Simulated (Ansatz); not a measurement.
**Relativistic treatment of ZnAu**

```
Zn Au
1.0
     3.14700    0.00000    0.00000
     0.00000    3.14700    0.00000
     0.00000    0.00000    3.14700
Zn Au
1 1
Direct
  0.50000 0.50000 0.50000
  0.00000 0.00000 0.00000
```

Atoms are numbered in the order listed.

The cell is COD entry 1510322, as deposited and not checked against the literature; nothing was relaxed.

One fixed cell is solved with PBE by full-potential LAPW in Ansatz 0.2.0 under different relativistic treatments. Pressure is positive in compression.

The runs use a Γ-centred 12×12×12 k mesh, Fermi–Dirac smearing of 0.05 eV, basis error target 0.5 meV/atom, no spin polarisation.

```
                                             setting  P (GPa)
                                 scalar-relativistic     4.87
                                    non-relativistic        ?
                            with spin–orbit coupling     4.07
                   scalar-relativistic, point nuclei     4.85
scalar-relativistic, inner shells corrected to Dirac        ?
```

Q: Give the missing entry: row "non-relativistic", column "P (GPa)".

A: 20.21.

Q: Give the missing entry: row "scalar-relativistic, inner shells corrected to Dirac", column "P (GPa)".

A: 4.93.
